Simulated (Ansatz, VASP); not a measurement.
# Au in VASP and in Ansatz

INCAR

```
PREC = Accurate
ENCUT = 520
EDIFF = 1E-6
ISMEAR = 0
SIGMA = 0.6
LREAL = False
LASPH = True
NELM = 80
ALGO = Normal
ISIF = 2
LWAVE = False
LCHARG = True
LELF = True
LVHAR = True
NBANDS = 12
```

KPOINTS

```
regular mesh
0
Gamma
  13 13 13
```

Contents of POSCAR:

```
Au
1.0
    0.0000000000      2.0229622709      2.0229622709
    2.0229622709      0.0000000000      2.0229622709
    2.0229622709      2.0229622709      0.0000000000
Au
1
Direct
    0.0000000000      0.0000000000      0.0000000000
```

Input for Ansatz:

```yaml
crystal:
  lattice:
    - [0.0, 2.0229622709, 2.0229622709]
    - [2.0229622709, 0.0, 2.0229622709]
    - [2.0229622709, 2.0229622709, 0.0]
  atoms:
    - { symbol: Au, position: [0.0, 0.0, 0.0] }
hamiltonian:
  xc: lda
  pseudopotentials:
    kind: paw
    azcp:
      Au: "pseudopotentials/Au.paw.azcp"
basis:
  ecutwfc: 420
  fft_grid_basis: typed
kpoints:
  mp_grid: { grid: [13, 13, 13], shift: [0, 0, 0] }
magnetization:
  spin_polarized: false
scf:
  occupations: { method: gaussian, width: 0.6 }
  lower_state_search: "off"
output:
  stress: true
```

Alike in both runs: task single point; functional LDA; k mesh 13 × 13 × 13; occupations gaussian, width 0.6 eV; no spin polarisation.

```csv
,VASP,Ansatz
version,VASP 6.6.1,Ansatz 0.2.0
potentials or method,"VASP PAW LDA potentials, release 64 (Au)","plane waves (420 eV) with PAW, scalar-relativistic"
plane-wave cutoff (eV),520,420
valence electrons in the cell,11,19
```

```csv
,VASP,Ansatz,Ansatz less VASP
pressure (GPa),0.8,0.3,-0.50
```

The two sets of potentials don't hold the same shells in valence. Ansatz warned: «pseudo_functional_mismatch».

The runs have no spin-orbit coupling, so splittings on Au are missing.
